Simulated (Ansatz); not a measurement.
**Is this Al2Cu structure a true minimum?**

The cell was found from a proposed guess, not taken from experiment.

Level of theory: DFT PBE, scalar-relativistic, plane waves, PAW in Ansatz. Settings: cutoff 420 eV, Γ-centred mesh 12×12×6 on the computed 3-atom cell, Gaussian smearing of 0.10 eV; no spin polarisation.

The cell below (3 atoms, space group P4/mmm (No. 123)) is relaxed within its symmetry.

```xyz
3
Lattice="2.8447 0.0000 0.0000 0.0000 2.8447 0.0000 0.0000 0.0000 5.8332" Properties=species:S:1:pos:R:3 pbc="T T T"
Al    1.4224    1.4224    4.2178
Al    1.4224    1.4224    1.6154
Cu    0.0000    0.0000    0.0000
```

For the test a repeat of it with 6 atoms (edges 2.84, 5.69, 5.83 Å) was strained at random (σ = 1.5 % a component), the atoms were moved at random (σ = 0.05 Å), and all was relaxed again on a coarse 8×4×4 mesh (in the run’s order of axes) with 0.20 eV smearing, with no symmetry imposed.

**Question.** Does it come back?

**Answer.** It returns, within 2 meV/atom of the unmoved cell on that mesh and with the same symmetry when read at 0.1 Å. So it is stable against the distortions that fit this cell and that this random move excites. Modes that don't fit the cell aren't tested.
